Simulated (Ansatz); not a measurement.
# Quasi-harmonic thermodynamics of CaSe (Fm-3m), part 2 of 4

Wanted: α(T), C_P(T) and B(T) of CaSe in the quasi-harmonic approximation.

Experimental results on record:
- heat capacity C_P per formula unit 48.1 J/mol/K near room temperature (given in “High-Throughput Prediction of Finite-Temperature Properties using the Quasi-Harmonic Approximation”, 2016, arXiv:1603.06924)

Ansatz 0.2.0; DFT LDA, scalar-relativistic, plane waves, PAW (the session's first sound run).

So far. Step 2 (A first coarse run): The start is under -3.1 GPa at this level and looks like an insulator or semiconductor on this mesh.

The database entry behind the starting cell differs from later determinations by our own check (0.1 to 0.3 % short, probably kX units), so it need not match the best structure at ambient conditions.

## (4) Tight relaxation

The relaxation is repeated with tighter thresholds on force and stress, since phonons are sensitive to what is left; a change of mesh or smearing in the input moves the cell too.

Input file input.yaml:

```yaml
crystal:
  lattice:
    - [0.0, 2.8956489102, 2.8956489102]
    - [2.8956489102, 0.0, 2.8956489102]
    - [2.8956489102, 2.8956489102, 0.0]
  atoms:
    - { symbol: Ca, position: [0.0, 0.0, 0.0] }
    - { symbol: Se, position: [0.5, 0.5, 0.5] }
kpoints:
  mp_grid: { grid: [8, 8, 8] }
hamiltonian:
  xc: lda
scf:
  occupations: { method: fixed }
output:
  forces: true
  stress: true
  eigenvalues: true
  write_density: true
  write_potential: true
  elf: true
  volumetric_format: npy
relax:
  adjacent_minimum: "off"
  f_tol: 0.001
  max_steps: 60
  cell: { stress_tol: 0.01 }
```

Command:

```
$ ansatz run input.yaml --threads 4 --pin off --max-ram 16384MiB --backend cpu --events-out ev --progress --plain --runs-dir out
```

Numbers of over 12 decimals in the logs are rounded to 6 here.

The program printed:

```text
[...]
Crystal: 2 atoms, lattice volume = 48.559 Å³
Basis set: ecut = 420 eV, 941 PW (Γ)
Bands: 17, of which v1, the nominal top of the filled ones, is band 13 counted from 1 (12 counted from 0)
Symmetry: 48 space group operations
[...]
k-points: 29 of 512
[...]
SCF iter   1: F=—  HF=-7160.093317 eV  |F-HF|=—  |Δ(HF+E_count)|=         —  Δρ=4.88e-3  dr2=5.57e-3  ethr=1.77e-3  ⟨swp⟩=4.2  Hψ=2370  notcnv=0  defer=18
[...]
SCF iter   6: F=-7160.091855 eV  HF=-7160.091855 eV  |F-HF|=1.72e-9  |Δ(HF+E_count)|=   1.73e-9  Δρ=3.52e-6  dr2=3.52e-9  ethr=1.24e-10  ⟨swp⟩=7.4  Hψ=3552  notcnv=0
SCF 1 converged in 6 iterations: F = -7160.091855 eV  dr2 = 3.52e-9
[...]
relax step   1: F+E_penalty+E_count = -7160.09185451 eV  Δ(F+E_penalty+E_count) = +0.000e0 eV  max|allowed force component| = 4.930e-31 eV/Å  Δτ_max = 0.0000 Å  P = -0.007 GPa  Ω = 48.559 Å³  (6 SCF iters, dr2 threshold 1.00e-7 eV, accepted)
[...]
SCF iter   6: F=-7160.091855 eV  HF=-7160.091855 eV  |F-HF|=1.82e-12  |Δ(HF+E_count)|=  1.82e-12  Δρ=6.49e-9  dr2=2.25e-14  ethr=1.00e-12  ⟨swp⟩=4.0  Hψ=1669  notcnv=0
SCF 2 converged in 6 iterations: F = -7160.091855 eV  dr2 = 2.25e-14
relax step   2: F+E_penalty+E_count = -7160.09185451 eV  Δ(F+E_penalty+E_count) = -1.358e-9 eV  max|allowed force component| = 1.302e-30 eV/Å  Δτ_max = 0.0000 Å  P = -0.007 GPa  Ω = 48.559 Å³  stress off target by 6.78e-3 GPa  SCF on the basis re-selected at this cell (its energy is not comparable with the rows above)  (6 SCF iters)
basis re-selected at this cell: Δ(F+E_penalty+E_count) = -1.358e-9 eV, ΔP = -0.000 GPa vs the last step (what re-selecting the basis moved, of the pressure what is left beyond the Pulay correction that the steps carried, after the strain that the cell walked since its last selection, with what the two solves' SCF thresholds leave and, on support functions, any second-order correction that the steps lacked; it is no m [...]
SCF converged after 6 iterations
Free energy (F): -7160.091855 eV
[...]
Internal energy: -7160.091855 eV  (E = F + TS)
E sigma→0 (E₀):  -7160.091855 eV
Fermi energy:    7.567050 eV
[...]
--- Stress (GPa, compression-positive) ---
       -0.006785      -0.000000       0.000000
       -0.000000      -0.006785      -0.000000
        0.000000      -0.000000      -0.006785
  P = ⅓ Tr σ = -0.0068 GPa (-0.068 kbar)
--- Band table (eV; the first three rows and the last of 29) ---
  k-point 0: bands = [... 9 lower, -4.5289, 7.5671, 7.5671, 7.5671, 11.0083, 11.0904, 11.0904, 11.0904]
  k-point 1: bands = [... 9 lower, -4.4191, 6.7222, 7.2846, 7.2846, 11.0628, 11.3229, 11.3229, 11.9909]
  k-point 2: bands = [... 9 lower, -4.1400, 5.3779, 6.7584, 6.7584, 11.1725, 11.8860, 11.8860, 13.3284]
  k-point 28: bands = [... 9 lower, -3.7646, 5.4153, 5.4153, 5.7160, 11.8761, 11.8761, 12.8477, 13.4152]
--- Relaxed structure (1 steps of the walk, 1 accepted, 1 SCFs on fresh bases) ---
[...]
cell:  # Å, volume = 48.5588 Å³
    - [0.0, 2.8956489102, 2.8956489102]
    - [2.8956489102, 0.0, 2.8956489102]
    - [2.8956489102, 2.8956489102, 0.0]
  atoms:
    - { symbol: Ca, position: [0.0, 0.0, 0.0] }
    - { symbol: Se, position: [0.5, 0.5, 0.5] }
```

It took 0.87 s on 4 threads of Intel Xeon Platinum 8375C at 2.90GHz (Ice Lake), shared host; peak memory 0.39 GiB; 2.6 s of CPU time.

Little changed from the start: no atom moved by 0.005 Å and no cell edge by 0.1 %.

This step gave:

- pressure: -0.006785 GPa

Electrostatic potential energy in the ac plane of the conventional cell at fractional y = 0.000, with atoms of Ca and Se within 0.2 Å of it. With pseudopotentials it is smooth inside the atoms' cores, unlike the true potential.

Values in eV, 16 rows by 16 columns, each cell a mean:
```
-54 -38 -10   5   8   0 -10  -2   1  -7  -7   6   7  -1 -24 -51
-29 -16  -1   7   9   6  -6 -10  -9  -9   1   9   9   4  -8 -24
 -2   2   6   9  11  10   6   0  -1   3   9  11  10   8   4  -1
  7   8  10  11  11  11   9   8   8   9  10  11  11  10   9   7
  6   8  10  11  11   9   7   5   4   6   8  10  11  11   9   6
 -8  -3   6  10  10   6  -1 -10 -12  -5   4   8  10   9   1  -7
 -5 -10  -3   8   8   2 -16 -38 -43 -26  -5   6   9   3  -9  -7
  3  -5  -8   6   7  -2 -29 -54 -56 -43 -12   4   8  -1  -9   1
  1  -7  -7   6   7  -1 -24 -51 -54 -38 -10   5   8   0 -10  -2
 -9  -9   1   9   9   4  -8 -24 -29 -16  -1   7   9   6  -6 -10
 -1   3   9  11  10   8   4  -1  -2   2   6   9  11  10   6   0
  8   9  10  11  11  10   9   7   7   8  10  11  11  11   9   8
  4   6   8  10  11  11   9   6   6   8  10  11  11   9   7   5
-12  -5   4   8  10   9   1  -7  -8  -3   6  10  10   6  -1 -10
-43 -26  -5   6   9   3  -9  -7  -5 -10  -3   8   8   2 -16 -38
-56 -43 -12   4   8  -1  -9   1   3  -5  -8   6   7  -2 -29 -54
```
Columns run along a (5.8 Å; values clipped at the 3rd and 97th percentile), rows up along c (5.8 Å), edges of the conventional cell, whose origin can differ from the input's. Atoms in or near the plane, at fractional coordinates: Ca at (0.00, 0.00), Ca at (0.50, 0.50), Se at (0.50, 0.00), Se at (0.00, 0.50).

ELF in the ac plane of the conventional cell at fractional y = 0.000, with atoms of Ca and Se within 0.2 Å of it. It is the smooth field of the valence electrons, not physical close to the nuclei.

Values, 16 rows by 16 columns, each cell a mean:
```
0.82 0.84 0.57 0.15 0.52 0.79 0.73 0.43 0.33 0.62 0.79 0.71 0.24 0.34 0.78 0.83
0.81 0.70 0.31 0.10 0.48 0.76 0.79 0.73 0.71 0.78 0.79 0.66 0.20 0.16 0.55 0.78
0.37 0.23 0.07 0.07 0.34 0.64 0.76 0.79 0.79 0.78 0.72 0.50 0.14 0.06 0.16 0.34
0.24 0.22 0.18 0.12 0.16 0.34 0.48 0.52 0.53 0.51 0.41 0.22 0.11 0.14 0.20 0.24
0.71 0.69 0.59 0.35 0.12 0.07 0.10 0.15 0.17 0.13 0.08 0.08 0.22 0.50 0.66 0.71
0.79 0.79 0.76 0.59 0.18 0.07 0.31 0.57 0.62 0.45 0.16 0.08 0.41 0.72 0.79 0.79
0.55 0.71 0.79 0.69 0.22 0.23 0.70 0.84 0.84 0.79 0.45 0.13 0.51 0.78 0.78 0.62
0.20 0.55 0.79 0.71 0.24 0.37 0.81 0.82 0.79 0.84 0.62 0.17 0.53 0.79 0.71 0.33
0.33 0.62 0.79 0.71 0.24 0.34 0.78 0.83 0.82 0.84 0.57 0.15 0.52 0.79 0.73 0.43
0.71 0.78 0.79 0.66 0.20 0.16 0.55 0.78 0.81 0.70 0.31 0.10 0.48 0.76 0.79 0.73
0.79 0.78 0.72 0.50 0.14 0.06 0.16 0.34 0.37 0.23 0.07 0.07 0.34 0.64 0.76 0.79
0.53 0.51 0.41 0.22 0.11 0.14 0.20 0.24 0.24 0.22 0.18 0.12 0.16 0.34 0.48 0.52
0.17 0.13 0.08 0.08 0.22 0.50 0.66 0.71 0.71 0.69 0.59 0.35 0.12 0.07 0.10 0.15
0.62 0.45 0.16 0.08 0.41 0.72 0.79 0.79 0.79 0.79 0.76 0.59 0.18 0.07 0.31 0.57
0.84 0.79 0.45 0.13 0.51 0.78 0.78 0.62 0.55 0.71 0.79 0.69 0.22 0.23 0.70 0.84
0.79 0.84 0.62 0.17 0.53 0.79 0.71 0.33 0.20 0.55 0.79 0.71 0.24 0.37 0.81 0.82
```
Columns run along a (5.8 Å), rows up along c (5.8 Å), edges of the conventional cell, whose origin can differ from the input's. Atoms in or near the plane, at fractional coordinates: Ca at (0.00, 0.00), Ca at (0.50, 0.50), Se at (0.50, 0.00), Se at (0.00, 0.50).

Valence density in the ac plane of the conventional cell at fractional y = 0.000, with atoms of Ca and Se within 0.2 Å of it. It is the smooth field of the valence electrons, not physical close to the nuclei.

Ten steps, logarithmic in the rise over the least value, from '_' (0 e/Å³) to '@' (32 e/Å³), each cell a mean:
```
**++::____::==%%@@**::..__..==**
==--..____..::==++--..______::==
....________..::::....________..
________________..______________
....__________________________..
--::..______..::--::______....::
##==::..__..--++++==::____..--**
@@##--..__..==****++--__..::++@@
@@**::..__..==****++::____::==%%
++--..______::====--..____..::==
::....________......________..::
..______________________________
______________......____________
--::______....::--::..______..::
++==::____..--**##==::..__..--++
**++--__..::++@@@@##--..__..==**
```
Columns run along a (5.8 Å), rows up along c (5.8 Å), edges of the conventional cell, whose origin can differ from the input's. Atoms in or near the plane, at fractional coordinates: Ca at (0.00, 0.00), Ca at (0.50, 0.50), Se at (0.50, 0.00), Se at (0.00, 0.50).

The residual pressure is -0.0068 GPa, small enough for phonons.

## (5) The quasi-harmonic study, functional LDA, q-mesh 2×2×2

The study relaxes the crystal at several strains, solves the phonons on some of them and minimises the free energy at each temperature (static energy, vibrations, the electrons in a metal, and PV under a set pressure); the q-mesh sets how far the force constants reach.

input.yaml, the sections that differ from step 4:

```yaml
output:
  eigenvalues: true
phonons:
  method: dfpt
  qmesh: [2, 2, 2]
  temperatures: { t_max: 800.0, t_step: 50 }
  thermal_expansion: {}
# crystal, kpoints, hamiltonian, scf: as in step 4
# relax: removed
```

The program printed:

```text
[...]
Crystal: 2 atoms, lattice volume = 48.559 Å³
Basis set: ecut = 487.2 eV, 1243 PW (Γ), exchange–correlation on 60×60×60 points (8 copies of the dense FFT grid, shifted against one another)
Bands: 17, of which v1, the nominal top of the filled ones, is band 13 counted from 1 (12 counted from 0)
Symmetry: 48 space group operations
[...]
k-points: 29 of 512
[...]
SCF iter   1: F=—  HF=-7160.094136 eV  |F-HF|=—  |Δ(HF+E_count)|=         —  Δρ=4.93e-3  dr2=5.64e-3  ethr=1.77e-3  ⟨swp⟩=4.1  Hψ=2380  notcnv=0  defer=20
[...]
SCF iter   8: F=-7160.092651 eV  HF=-7160.092651 eV  |F-HF|=9.09e-13  |Δ(HF+E_count)|=  1.00e-11  Δρ=6.03e-8  dr2=4.65e-13  ethr=1.00e-12  ⟨swp⟩=6.8  Hψ=2508  notcnv=0
SCF 1 converged in 8 iterations: F = -7160.092651 eV  dr2 = 4.65e-13
[...]
relax step   1: F+E_penalty+E_count = -7160.09265144 eV  Δ(F+E_penalty+E_count) = +0.000e0 eV  max|allowed force component| = 6.738e-31 eV/Å  Δτ_max = 0.0000 Å  (8 SCF iters, accepted)
SCF converged after 8 iterations
Free energy (F): -7160.092651 eV
[...]
Internal energy: -7160.092651 eV  (E = F + TS)
E sigma→0 (E₀):  -7160.092651 eV
Fermi energy:    7.566959 eV
[...]
--- Stress (GPa, compression-positive) ---
       -0.006970      -0.000000      -0.000000
        0.000000      -0.006970      -0.000000
       -0.000000      -0.000000      -0.006970
  P = ⅓ Tr σ = -0.0070 GPa (-0.070 kbar)
--- Band table (eV; the first three rows and the last of 29) ---
  k-point 0: bands = [... 9 lower, -4.5289, 7.5670, 7.5670, 7.5670, 11.0081, 11.0902, 11.0902, 11.0902]
  k-point 1: bands = [... 9 lower, -4.4191, 6.7221, 7.2845, 7.2845, 11.0626, 11.3228, 11.3228, 11.9908]
  k-point 2: bands = [... 9 lower, -4.1399, 5.3778, 6.7583, 6.7583, 11.1724, 11.8859, 11.8859, 13.3283]
  k-point 28: bands = [... 9 lower, -3.7646, 5.4153, 5.4153, 5.7159, 11.8760, 11.8760, 12.8476, 13.4150]
── thermal expansion: 3 new cells, 3 in all ──
thermal expansion: relaxation of cell 2
thermal expansion: relaxation of cell 3
── thermal expansion: 2 new cells, 5 in all ──
thermal expansion: relaxation of cell 4
thermal expansion: lower-state search of cell 4
thermal expansion: phonons of cell 4
thermal expansion: relaxation of cell 5
thermal expansion: phonons of cell 5
── thermal expansion: 5 new cells, 10 in all ──
thermal expansion: relaxation of cell 6
thermal expansion: relaxation of cell 7
thermal expansion: relaxation of cell 8
thermal expansion: relaxation of cell 9
thermal expansion: relaxation of cell 10
thermal expansion: phonons of cell 6
thermal expansion: phonons of cell 7
WARN: thermal expansion: narrow_supercell: the supercell is narrow for a crystal that has a band gap and may be polar, so the expansion can be far off: type phonons.supercell or phonons.qmesh [3, 3, 3] or more in a new run
--- Relaxed structure (1 steps of the walk, 1 accepted, 0 SCFs on fresh bases) ---
  F+E_penalty+E_count = -7160.09265144 eV   max|allowed force component| = 6.738e-31 eV/Å
  atoms:
    - { symbol: Ca, position: [0.0, 0.0, 0.0] }
    - { symbol: Se, position: [0.5, 0.5, 0.5] }
--- Thermal expansion: 10 cells in 3 rounds, 0 GPa ---
  no lower state was reached at cell 4
  without vibrations: a 4.09490, b 4.09490, c 4.09490 Å, V 48.5529 Å³, B 57.28 GPa
  at 0 K: a 4.10215, b 4.10215, c 4.10215 Å, V 48.8114 Å³, B 56.47 GPa
  zero-point expansion: a +0.177, b +0.177, c +0.177, V +0.532 %
      T/K        a/Å        b/Å        c/Å       V/Å³ | expansion of a, b, c, V (1e-6/K)   | that of V in the mean from 25 °C | C_P, C_V (J/mol K of the cell) | B_T, B_S (GPa)
     0.00    4.10215    4.10215    4.10215    48.8114 |    0.00    0.00    0.00    0.00 |   29.22 |     0.000     0.000 |    56.47    56.47
   100.00    4.10369    4.10369    4.10369    48.8663 |    9.21    9.21    9.21   27.63 |   38.34 |    33.337    33.211 |    56.02    56.24
   200.00    4.10850    4.10850    4.10850    49.0382 |   13.25   13.25   13.25   39.76 |   41.82 |    45.163    44.650 |    54.96    55.60
   298.15    4.11414    4.11414    4.11414    49.2403 |   14.52   14.52   14.52   43.57 |       - |    48.345    47.441 |    53.84    54.87
   350.00    4.11728    4.11728    4.11728    49.3533 |   14.94   14.94   14.94   44.81 |   44.26 |    49.216    48.104 |    53.24    54.47
   450.00    4.12357    4.12357    4.12357    49.5798 |   15.56   15.56   15.56   46.69 |   45.40 |    50.335    48.810 |    52.05    53.67
   550.00    4.13011    4.13011    4.13011    49.8159 |   16.10   16.10   16.10   48.31 |   46.42 |    51.129    49.172 |    50.83    52.85
   650.00    4.13687    4.13687    4.13687    50.0611 |   16.63   16.63   16.63   49.89 |   47.38 |    51.798    49.380 |    49.58    52.01
   750.00    4.14387    4.14387    4.14387    50.3155 |   17.16   17.16   17.16   51.49 |   48.32 |    52.422    49.511 |    48.30    51.14
   800.00    4.14745    4.14745    4.14745    50.4463 |   17.44   17.44   17.44   52.33 |   48.80 |    52.729    49.558 |    47.65    50.70
  the static fit leaves 0.001 meV an atom of the energies and, of the stresses, 0.000 GPa of each cell's largest along a strain (root mean squares over the cells), whose Pulay part it has at -0.008 GPa
  vibrations' free energy: its fit passes through its cells
  the electrons' free energy at temperature is not in it: every band gap is over 0.83 eV
  free energies summed between the sampled wave vectors
  estimated error of the fitted expansion in any direction: up to 0.033e-6/K, at 700 K, with few degrees of freedom (an estimate, not a bound: it was exceeded on models of known expansion)
  by sums over the sampled wave vectors an expansion of the volume parts by up to 1.84e-6/K
  by a static energy of one degree less an expansion of the volume parts by up to 0.06e-6/K
  the FFT grids of the static calculations differ: 30 × 30 × 30, 32 × 32 × 32
  band gaps on the cells' k-points are 1.628 to 1.907 eV
  narrow_supercell: the supercell is narrow for a crystal that has a band gap and may be polar, so the expansion can be far off: type phonons.supercell or phonons.qmesh [3, 3, 3] or more in a new run
```

It took 89 s on 4 threads; peak memory 0.78 GiB.

This step gave:

| Property | Result |
| --- | --- |
| pressure | -0.006970 GPa |
| volume expansion coefficient at 298 K | 43.57 1e-6/K |
| C_P at 298 K | 24.17 J/mol-atom/K |
| entropy at 298 K | 34.51 J/mol-atom/K |
| isothermal bulk modulus at 298 K | 53.84 GPa |
| Grüneisen parameter at 298 K | 1.466 |
| volume at 298 K | 24.62 Å³/atom |
| principal linear expansion coefficients at 298 K | 14.52, 14.52, 14.52 1e-6/K |

Strained cells of the study; zero-point energy where phonons were solved; the pressures are stresses at a fixed cutoff and can carry an offset from the finite basis. Expansion cells, by row:

| cell | \|a\| (Å) | \|b\| (Å) | \|c\| (Å) | V (Å³/atom) | E - E_lowest (meV/atom) | pressure, compression positive (GPa) | gap (eV) | zero-point energy (meV/atom) |
| --- | --- | --- | --- | --- | --- | --- | --- | --- |
| 1 | 4.095 | 4.095 | 4.095 | 24.28 | 0 | -0.015 | 1.715 | - |
| 2 | 4.128 | 4.128 | 4.128 | 24.87 | 2.461 | -1.317 | 1.78 | - |
| 3 | 4.063 | 4.063 | 4.063 | 23.71 | 2.496 | 1.423 | 1.646 | - |
| 4 | 4.095 | 4.095 | 4.095 | 24.28 | 0 | -0.019 | 1.715 | 29.26 |
| 5 | 4.116 | 4.116 | 4.116 | 24.65 | 0.986 | -0.849 | 1.757 | 28.57 |
| 6 | 4.142 | 4.142 | 4.142 | 25.12 | 4.938 | -1.83 | 1.807 | 27.71 |
| 7 | 4.165 | 4.165 | 4.165 | 25.55 | 10.93 | -2.64 | 1.85 | 26.95 |
| 8 | 4.055 | 4.055 | 4.055 | 23.57 | 3.915 | 1.803 | 1.628 | - |
| 9 | 4.075 | 4.075 | 4.075 | 23.92 | 0.954 | 0.864 | 1.673 | - |
| 10 | 4.199 | 4.199 | 4.199 | 26.17 | 23.15 | -3.684 | 1.907 | - |

Quasi-harmonic; a, b, c are the run's own cell vectors. Expansion, by row:

| T (K) | a (Å) | b (Å) | c (Å) | alpha (deg) | beta (deg) | gamma (deg) | cell volume (Å³/cell) | alpha_a (1e-6/K) | alpha_b (1e-6/K) | alpha_c (1e-6/K) | alpha_V (1e-6/K) | C_P (J/mol-atom/K) | C_V (J/mol-atom/K) | S (J/mol-atom/K) | B_T (GPa) | B_S (GPa) | Grueneisen | extrapolation | fit error (1e-6/K) |
| --- | --- | --- | --- | --- | --- | --- | --- | --- | --- | --- | --- | --- | --- | --- | --- | --- | --- | --- | --- |
| 0 | 4.102 | 4.102 | 4.102 | 60 | 60 | 60 | 48.81 | 0 | 0 | 0 | 0 | 0 | 0 | 0 | 56.47 | 56.47 | - | 0 | 0 |
| 50 | 4.102 | 4.102 | 4.102 | 60 | 60 | 60 | 48.82 | 3.35 | 3.35 | 3.35 | 10.05 | 7.219 | 7.215 | 2.952 | 56.41 | 56.44 | 1.155 | 0 | 0 |
| 100 | 4.104 | 4.104 | 4.104 | 60 | 60 | 60 | 48.87 | 9.21 | 9.21 | 9.21 | 27.63 | 16.67 | 16.61 | 11.26 | 56.02 | 56.24 | 1.372 | 0 | 0 |
| 150 | 4.106 | 4.106 | 4.106 | 60 | 60 | 60 | 48.95 | 11.93 | 11.93 | 11.93 | 35.8 | 20.72 | 20.56 | 18.9 | 55.51 | 55.94 | 1.424 | 0 | 0 |
| 200 | 4.109 | 4.109 | 4.109 | 60 | 60 | 60 | 49.04 | 13.25 | 13.25 | 13.25 | 39.76 | 22.58 | 22.32 | 25.15 | 54.96 | 55.6 | 1.446 | 0 | 0.01 |
| 250 | 4.111 | 4.111 | 4.111 | 60 | 60 | 60 | 49.14 | 14.02 | 14.02 | 14.02 | 42.06 | 23.58 | 23.22 | 30.3 | 54.4 | 55.23 | 1.458 | 0 | 0.01 |
| 298.1 | 4.114 | 4.114 | 4.114 | 60 | 60 | 60 | 49.24 | 14.52 | 14.52 | 14.52 | 43.57 | 24.17 | 23.72 | 34.51 | 53.84 | 54.87 | 1.466 | 0 | 0.01 |
| 300 | 4.114 | 4.114 | 4.114 | 60 | 60 | 60 | 49.24 | 14.54 | 14.54 | 14.54 | 43.62 | 24.19 | 23.73 | 34.66 | 53.82 | 54.86 | 1.467 | 0 | 0.01 |
| 350 | 4.117 | 4.117 | 4.117 | 60 | 60 | 60 | 49.35 | 14.94 | 14.94 | 14.94 | 44.81 | 24.61 | 24.05 | 38.42 | 53.24 | 54.47 | 1.474 | 0 | 0.01 |
| 400 | 4.12 | 4.12 | 4.12 | 60 | 60 | 60 | 49.47 | 15.27 | 15.27 | 15.27 | 45.8 | 24.92 | 24.26 | 41.73 | 52.65 | 54.07 | 1.48 | 0 | 0.01 |
| 450 | 4.124 | 4.124 | 4.124 | 60 | 60 | 60 | 49.58 | 15.56 | 15.56 | 15.56 | 46.69 | 25.17 | 24.41 | 44.68 | 52.05 | 53.67 | 1.486 | 0 | 0.01 |
| 500 | 4.127 | 4.127 | 4.127 | 60 | 60 | 60 | 49.7 | 15.84 | 15.84 | 15.84 | 47.52 | 25.38 | 24.51 | 47.34 | 51.44 | 53.27 | 1.492 | 0 | 0.01 |
| 550 | 4.13 | 4.13 | 4.13 | 60 | 60 | 60 | 49.82 | 16.1 | 16.1 | 16.1 | 48.31 | 25.57 | 24.59 | 49.77 | 50.83 | 52.85 | 1.498 | 0 | 0.02 |
| 600 | 4.133 | 4.133 | 4.133 | 60 | 60 | 60 | 49.94 | 16.37 | 16.37 | 16.37 | 49.1 | 25.74 | 24.64 | 52 | 50.21 | 52.43 | 1.504 | 0 | 0.03 |
| 650 | 4.137 | 4.137 | 4.137 | 60 | 60 | 60 | 50.06 | 16.63 | 16.63 | 16.63 | 49.89 | 25.9 | 24.69 | 54.07 | 49.58 | 52.01 | 1.51 | 0 | 0.03 |
| 700 | 4.14 | 4.14 | 4.14 | 60 | 60 | 60 | 50.19 | 16.89 | 16.89 | 16.89 | 50.68 | 26.06 | 24.73 | 55.99 | 48.95 | 51.58 | 1.516 | 0 | 0.03 |
| 750 | 4.144 | 4.144 | 4.144 | 60 | 60 | 60 | 50.32 | 17.16 | 17.16 | 17.16 | 51.49 | 26.21 | 24.75 | 57.8 | 48.3 | 51.14 | 1.522 | 0 | 0.03 |
| 800 | 4.147 | 4.147 | 4.147 | 60 | 60 | 60 | 50.45 | 17.44 | 17.44 | 17.44 | 52.33 | 26.36 | 24.78 | 59.49 | 47.65 | 50.7 | 1.529 | 0 | 0.03 |

Table of expansion coefficient by temperature; values in 1e-6/K:

| temperature (K) | volume | principal 1 |
| --- | --- | --- |
| 0 | 0 | 0 |
| 50 | 10.1 | 3.35 |
| 100 | 27.6 | 9.21 |
| 150 | 35.8 | 11.9 |
| 200 | 39.8 | 13.2 |
| 250 | 42.1 | 14.0 |
| 298 | 43.6 | 14.5 |
| 300 | 43.6 | 14.5 |
| 350 | 44.8 | 14.9 |
| 400 | 45.8 | 15.3 |
| 450 | 46.7 | 15.6 |
| 500 | 47.5 | 15.8 |
| 550 | 48.3 | 16.1 |
| 600 | 49.1 | 16.4 |
| 650 | 49.9 | 16.6 |
| 700 | 50.7 | 16.9 |
| 750 | 51.5 | 17.2 |
| 800 | 52.3 | 17.4 |

At 298 K the volume expansion is 43.6 × 10⁻⁶/K and B_T is 53.8 GPa. The log warns that this q-mesh is too narrow, so the figure can be far off. The program raised the cutoff to 487.2 eV by itself: with no cutoff typed, the study takes about 1.16 times the default for its relaxations and scales it with the volume for the phonons.

(Continued in part 3 of 4.)

[Logs are printed without paths, hosts, clocks, repeated set-up lines and the standing remarks that a program may print on its own settings, such as how far it seeks lower states.]

[Hosts, paths, dates, database ids (printed as entryN), source tags and the programs' standing remarks are cut or masked in the printed files.]

[A step with changed settings may run another functional than the one named; its input shows which.]
